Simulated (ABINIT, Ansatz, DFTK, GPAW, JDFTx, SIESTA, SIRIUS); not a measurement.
# P: 8 runs at one level of theory

```
CELL_PARAMETERS angstrom
1.64774 -5.46504 0.00000
1.64774 5.46504 0.00000
0.00000 0.00000 4.54364
ATOMIC_POSITIONS crystal
P 0.91262 0.10718 0.59324
P 0.09423 0.90635 0.41410
P 0.59181 0.40672 0.09350
P 0.40068 0.58277 0.90595
```

Atoms were shifted at random by some hundredths of an Å from the given cell, which wasn't relaxed again for these runs.

Alike in all runs: task single point; functional PBEsol; k mesh 8 × 8 × 6; occupations fermi-dirac, width 0.05 eV; no spin polarisation; no spin-orbit coupling. Pressure is positive in compression and, in plane waves, holds the error of the finite cutoff, which Ansatz's Pulay term estimates and takes out.

```tsv
program and potentials	plane-wave cutoff (eV)	notes	band gap (eV)	pressure (GPa)	largest force (eV/Å)	energy over the undisturbed cell (meV/atom)
Ansatz, Ansatz PAW	420	potentials made for PBE, which Ansatz adapts in part; Pulay term of +0.03 GPa included	0.24	1.36	1.405	22.79
JDFTx, PseudoDojo-SR-PBEsol-0.4.1-standard with smoothed tails	599	-	0.23	1.31	1.401	22.70
Ansatz, all-electron LAPW, scalar-relativistic	-	-	0.24	1.38	1.404	-
GPAW, PAW data sets generated for this functional	600	-	0.24	1.68	1.451	-
SIRIUS, PseudoDojo 0.4.1 PBEsol standard (scalar relativistic)	611	-	0.23	1.31	1.401	22.70
ABINIT, PseudoDojo NC SR PBEsol v0.4.1 standard	599	-	0.23	1.31	1.401	22.70
DFTK, PseudoDojo SR PBEsol 0.4.1 standard (PBEsol)	762	-	0.23	1.31	1.401	-
SIESTA, files PseudoDojo sr-pbesol-0.4.1-standard, DZP (energy shift 0.003 Ry)	-	atomic basis	0.28	2.93	1.699	30.43
```

Force on atom 4 (P), eV/Å:

```
                                                        program and potentials      x      y      z
                                                            Ansatz, Ansatz PAW  0.730  0.924  0.767
                JDFTx, PseudoDojo-SR-PBEsol-0.4.1-standard with smoothed tails  0.727  0.920  0.768
                                Ansatz, all-electron LAPW, scalar-relativistic  0.730  0.921  0.767
                             GPAW, PAW data sets generated for this functional  0.739  0.958  0.801
                SIRIUS, PseudoDojo 0.4.1 PBEsol standard (scalar relativistic)  0.727  0.920  0.768
                               ABINIT, PseudoDojo NC SR PBEsol v0.4.1 standard  0.727  0.920  0.768
                            DFTK, PseudoDojo SR PBEsol 0.4.1 standard (PBEsol)  0.727  0.920  0.768
SIESTA, files PseudoDojo sr-pbesol-0.4.1-standard, DZP (energy shift 0.003 Ry)  0.790  1.135  0.987
```

The band gap spans 0.23 (JDFTx, PseudoDojo-SR-PBEsol-0.4.1-standard with smoothed tails) to 0.28 eV (SIESTA, files PseudoDojo sr-pbesol-0.4.1-standard, DZP (energy shift 0.003 Ry)), with all-electron results at 0.24. The pressure spans 1.31 (ABINIT, PseudoDojo NC SR PBEsol v0.4.1 standard) to 2.93 GPa (SIESTA, files PseudoDojo sr-pbesol-0.4.1-standard, DZP (energy shift 0.003 Ry)), with all-electron results at 1.38. Rows in atomic bases carry the error of their basis and grid, which can be large.

Differences between rows come from potentials, basis sets and numerical settings, since the functional is the same but for its coding. Runs on potential files found faulty are left out.
